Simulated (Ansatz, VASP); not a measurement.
# Two plane-wave programs on H4Os

```xyz
5
Lattice="1.9211 -2.5037 0.0000 1.9211 2.5037 0.0000 0.0000 0.0000 3.0519" Properties=species:S:1:pos:R:3 pbc="T T T"
H     1.9211   -0.7331    0.0000
H     1.9211    0.7331    0.0000
H     2.9507    0.0000    1.5260
H     0.8914    0.0000    1.5260
Os    0.0000    0.0000    0.0000
```

Change from the starting cell: ordered vacancies on the cation sites of rutile (Cmmm, No. 65).

Alike in both runs: functional PBE; k mesh 12 × 12 × 12; occupations gaussian, width 0.1 eV; no spin polarisation.

Ansatz relaxed the structure, and its values are those at the end. VASP's run is a single point on that final structure, the one shown.

```csv
,VASP,Ansatz
version,VASP 6.6.1,Ansatz 0.2.0
potentials or method,"VASP PAW PBE potentials, release 64 (H, Os)","scalar-relativistic, plane waves, PAW"
plane-wave cutoff (eV),520,420
valence electrons in the cell,12,20
```

```tsv
	VASP	Ansatz	Ansatz less VASP
gap on the k mesh at the Fermi level (eV)	none	none	-
pressure (GPa)	0.7	0.0	-0.67
rms of the force components (eV/Å)	0.017	0.001	-0.0159
```

A gap of «none» marks a metal or a gap that the smearing closes. With one functional, cell and mesh, what is left measures potentials, basis and numerics. The two sets of potentials don't hold the same shells in valence.

Spin-orbit coupling is left out, which matters for the levels of Os.
